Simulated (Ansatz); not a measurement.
Wanted: the native input for an Ansatz 0.2.0 run.

* Task: single point
* Functional: PBE
* Potentials or basis: Ansatz PAW
* Cutoff: 420 eV (not typed: the program's choice for these potentials)
* k mesh: 11 × 11 × 6
* Occupations: gaussian, width 0.016 eV
* Spin: no spin polarisation

Crystal: Pd.

```
Pd
1.0
     2.78367    0.00000    0.00000
    -1.39183    2.41072    0.00000
     0.00000    0.00000    4.62889
Pd
2
Direct
  0.33333 0.66667 0.25000
  0.66667 0.33333 0.75000
```

This isn't the form of Pd at room conditions, which is fcc.

One way to write it, as run:

input.yaml

```yaml
crystal:
  lattice:
    - [2.7836650458, 0.0, 0.0]
    - [-1.3918325229, 2.4107246453, 0.0]
    - [0.0, 0.0, 4.628893]
  atoms:
    - { symbol: Pd, position: [0.3333333333, 0.6666666667, 0.25] }
    - { symbol: Pd, position: [0.6666666667, 0.3333333333, 0.75] }
hamiltonian:
  xc: pbe
  pseudopotentials: { kind: paw }
kpoints:
  mp_grid: { grid: [11, 11, 6] }
scf:
  occupations: { method: gaussian, width: 0.016 }
output:
  forces: true
  stress: true
  eigenvalues: true
```

Potentials or basis: Ansatz PAW.

Run with:

```sh
$ ansatz run input.yaml --threads 2 --pin off --max-ram 5632MiB --backend cpu --events-out ev --progress --plain --runs-dir out
```

It gave:

```json
{
  "Pressure": "-1.6 GPa",
  "Band gap on the k mesh": "none (metal or under the smearing width)"
}
```

Run time: 1.2 s on 2 threads of Arm Neoverse V1, on a shared host, peak memory 0.3 GiB.
